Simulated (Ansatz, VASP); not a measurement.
One calculation of Fe, two programs

INCAR

```
PREC = Accurate
ENCUT = 520
EDIFF = 1E-6
ISMEAR = -1
SIGMA = 0.05
LREAL = False
LASPH = True
NELM = 150
ALGO = Normal
ISIF = 2
LWAVE = False
LCHARG = False
ISPIN = 2
MAGMOM = 2.5 2.5
LORBIT = 11
LMAXMIX = 4
GGA = PE
NBANDS = 19
```

Contents of KPOINTS:

```
regular mesh
0
Gamma
  18 18 18
```

Contents of POSCAR:

```
Fe
1.0
   -2.1883833762      2.1883833762      1.1791688139
    2.1883833762     -2.1883833762      1.1791688139
    2.1883833762      2.1883833762     -1.1791688139
Fe
2
Direct
   -0.3750000000     -0.1250000000     -0.2500000000
    0.3750000000      0.1250000000      0.2500000000
```

Input for Ansatz:

```yaml
crystal:
  lattice:
    - [-2.1883833762, 2.1883833762, 1.1791688139]
    - [2.1883833762, -2.1883833762, 1.1791688139]
    - [2.1883833762, 2.1883833762, -1.1791688139]
  atoms:
    - { symbol: Fe, position: [-0.375, -0.125, -0.25], spin: 2.5 }
    - { symbol: Fe, position: [0.375, 0.125, 0.25], spin: 2.5 }
magnetization:
  spin_polarized: true
kpoints:
  mp_grid: { grid: [18, 18, 18] }
scf:
  occupations: { method: fermi_dirac, width: 0.05 }
hamiltonian:
  xc: pbe
  pseudopotentials: { kind: all_electron, lapw: { basis_error: 0.001 } }
output:
  forces: true
  stress: true
  eigenvalues: true
  populations: true
```

Change from the starting cell: volume scaled by 0.88, LAPW.

Alike in both runs: task single point; functional PBE; k mesh 18 × 18 × 18; occupations fermi-dirac, width 0.05 eV; collinear spin.

```csv
,VASP,Ansatz
version,VASP 6.6.1,Ansatz 0.2.0
potentials or method,"VASP PAW PBE potentials, release 64 (Fe)","all-electron LAPW, scalar-relativistic"
plane-wave cutoff (eV),520,see its input
```

Ansatz gave:

- pressure (GPa): 17.8
- largest component of the traceless stress (GPa): 0.08
- net moment per atom (μB): 2.02
- size of the moment on the site where the two differ most (μB): 2.03

Problem. Estimate VASP's values.

Solution. Pressure (GPa): 17.2; largest component of the traceless stress (GPa): 0.14; net moment per atom (μB): 2.04; size of the moment on the site where the two differ most (μB): 2.02.

Site moments also hang on the region over which each program counts them. Ansatz ran all-electron here, so the differences hold the error of VASP's frozen core and of both bases.

Caveats: so large a pressure means that the cell lies far from this level's equilibrium, or that cutoff or potentials fall short (VASP).
